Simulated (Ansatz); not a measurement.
**ZnCu2SnS4: ¹¹⁹Sn Mössbauer parameters**

Cell: a refined structure from the COD whose atoms were relaxed with PBE, the cell held.

```cif
data_ZnCu2SnS4
_symmetry_space_group_name_H-M 'I-4'
_symmetry_Int_Tables_number 82
_cell_length_a 5.4342
_cell_length_b 5.4342
_cell_length_c 10.8496
_cell_angle_alpha 90.000
_cell_angle_beta 90.000
_cell_angle_gamma 90.000
loop_
_atom_site_label
_atom_site_type_symbol
_atom_site_symmetry_multiplicity
_atom_site_Wyckoff_symbol
_atom_site_fract_x
_atom_site_fract_y
_atom_site_fract_z
Zn Zn 2 d 0.5000 0.0000 0.2500
Cu2 Cu 2 a 0.0000 0.0000 0.0000
Cu3 Cu 2 c 0.0000 0.5000 0.2500
Sn Sn 2 b 0.0000 0.0000 0.5000
S S 8 g 0.7664 0.2409 0.1297
```

One atom of each set is listed; the run and its k-mesh use a cell of 8 atoms with edges of 6.65, 6.65, 6.65 Å.

Method: Kohn–Sham DFT in Ansatz, r2SCAN, plane waves and PAW, scalar-relativistic, 500 eV cutoff, Γ-centred 7×7×7 k-points, Fermi–Dirac smearing 0.02 eV.

Isomer shifts (against SnO₂) follow from the electron density at the nucleus, δ = α(ρ − ρ₀), with α = 0.093 mm s⁻¹ a₀³ and ρ₀ = 183072.84 a₀⁻³ from a line fitted to 8 measured compounds at this level of theory (rms miss 0.14 mm/s). ΔE_Q = ½eQV_zz(1 + η²/3)^½ with Q = -0.132 b for the 23.9 keV state.

**Question.** Give the isomer shift and quadrupole splitting of each Sn site.

**Answer.** 

```
site  atoms    first shell  ρ − ρ₀ (a₀⁻³)  δ (mm/s)  ΔE_Q (mm/s)     η
  Sn      1  4 S at 2.46 Å           18.0      1.67         0.05  0.00
```

The shift of Sn is in the range of covalently or intermetallically bonded tin.

Without spin–orbit coupling (the program notes it for Sn) the gradients can shift somewhat, as the gap is small. With these PAW files V_zz is typically within 2 to 3 % of all-electron values, but misses above 10 % occur on Sn. With a gap of 0.4 eV on this mesh, small gradients can still move by 0.1 × 10²¹ V/m² or more as the k-mesh gets denser.
